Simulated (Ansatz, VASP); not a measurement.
# Ga3Se: VASP beside Ansatz

```
Se Ga
1.0
     4.43246    0.00000    0.00000
     0.00000    4.43246    0.00000
     0.00000    0.00000    4.43246
Se Ga
1 3
Direct
  0.00000 0.00000 0.00000
  0.50000 0.50000 0.00000
  0.50000 0.00000 0.50000
  0.00000 0.50000 0.50000
```

The cell comes from a database or a generator and needn't be the stable form of this composition.

Alike in both runs: task single point; functional PBE; k mesh 6 × 6 × 6; occupations fermi-dirac, width 0.05 eV; no spin polarisation.

|  | VASP | Ansatz |
| --- | --- | --- |
| version | VASP 6.6.1 | Ansatz 0.2.0 |
| potentials or method | VASP PAW PBE potentials, release 64 (Se, Ga_d) | Ansatz PAW |
| plane-wave cutoff (eV) | 520 | 420 |
| valence electrons in the cell | 45 | 55 |

|  | VASP | Ansatz | Ansatz less VASP |
| --- | --- | --- | --- |
| gap on the k mesh at the Fermi level (eV) | none | none | - |
| pressure (GPa) | -0.4 | -0.6 | -0.12 |

A gap of «none» marks a metal or a gap that the smearing closes. With one functional, cell and mesh, what is left measures potentials, basis and numerics. The two sets of potentials don't hold the same shells in valence.
